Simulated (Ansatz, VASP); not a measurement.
# CaS in VASP and in Ansatz

```
Ca S
1.0
     0.00000    2.88961    2.88961
     2.88961    0.00000    2.88961
     2.88961    2.88961    0.00000
Ca S
1 1
Direct
  0.00000 0.00000 0.00000
  0.50000 0.50000 0.50000
```

Change from the starting cell: volume scaled by 1.05, PAW files.

Alike in both runs: task electric field gradients; functional PBE; k mesh 7 × 7 × 7; occupations fermi-dirac, width 0.01 eV; no spin polarisation.

|  | VASP | Ansatz |
| --- | --- | --- |
| version | VASP 6.6.1 | Ansatz 0.2.0 |
| potentials or method | VASP PAW PBE potentials, release 64 (Ca_sv, S) | PAW with Ansatz's default frozen-core files, scalar-relativistic |
| plane-wave cutoff (eV) | 520 | 420 |
| valence electrons in the cell | 16 | 16 |

Ansatz gave:

* gap on the k mesh at the Fermi level (eV): 2.52
* pressure (GPa): -1.9
* Vzz of the field gradient on the site that differs most (V/Å²): 0.0

What did VASP give for the same quantities?

gap on the k mesh at the Fermi level (eV): 2.51; pressure (GPa): -1.7; Vzz of the field gradient on the site that differs most (V/Å²): 0.0.

The functional is the same, so the differences come from potentials, cutoffs and numerics.

Caveats: an odd mesh through Γ misses points on the zone boundary, where band edges often lie.
